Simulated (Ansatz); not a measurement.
Reactions of C4H3F7 (`FC(F)C(F)(F)CC(F)(F)F`).

Gas-phase electronic energies from Ansatz, PBE0-D4/def2-TZVP geometries. CCSD(T)/CBS adds triple-zeta CCSD(T) − MP2 to the extrapolated MP2 energy (def2 sets, frozen cores). This one scheme is used for every species, atoms too. For atomizations the MP2-based limit and the directly extrapolated one differ by several kJ/mol either way, and by 10 to 25 for some Ge, Se and Sn compounds, so smaller differences from it don't rank the levels. DFT in def2-TZVPP. Open shells (•) are unrestricted, without spin–orbit coupling. Spin–orbit coupling would lower the free atoms: a little for C, F. For Br outer-core shells are correlated without core-valence functions, so the limit isn't a true one: a few kJ/mol of doubt a bond, and 10 to 20 or more in all where bonds break to atoms. Scalar relativity is left out up to krypton. Each species was taken in one conformer, which may not be the lowest.

```csv
reaction,ωB97M-V (kJ/mol),B97M-V (kJ/mol)
`FC(F)C(F)(F)CC(F)(F)F` → `FCC(F)(F)C(F)(F)C(F)F`,85,88
`FC(F)C(F)(F)CC(F)(F)F` → `FC(F)CC(F)(F)C(F)(F)F`,8,7
`FC(F)C(F)(F)CC(F)(F)F` + HBr → `FC(F)(F)CBr` + `FC(F)C(F)F`,43,46
`FC(F)C(F)(F)CC(F)(F)F` + H–F → `FC(F)C(F)(F)F` + `CC(F)(F)F`,-12,-21
`FC(F)C(F)(F)CC(F)(F)F` + H₂O → `OCC(F)(F)F` + `FC(F)C(F)F`,61,62
`FC(F)C(F)(F)CC(F)(F)F` → `FC(F)C(F)C(F)(F)C(F)F`,80,83
`FC(F)C(F)(F)CC(F)(F)F` + H₂ → `FC(F)C(F)F` + `CC(F)(F)F`,-54,-57
`FC(F)C(F)(F)CC(F)(F)F` + H–F → `FC(F)(F)CC(F)(F)F` + `FCF`,-5,-11
`FC(F)C(F)(F)CC(F)(F)F` + H₂O → `OCC(F)(F)C(F)F` + `FC(F)F`,54,55
`FC(F)C(F)(F)CC(F)(F)F` → 4 C• + 7 F• + 3 H•,5853,5824
```

(1) Give the CCSD(T)/CBS values in the same order. (Estimate.)

Largest T1 diagnostic: 0.012, for `FC(F)C(F)C(F)(F)C(F)F`.

Results:

(1) Computed: 84, 8, 39, -1, 65, 78, -58, 5, 57, 5816 kJ/mol.
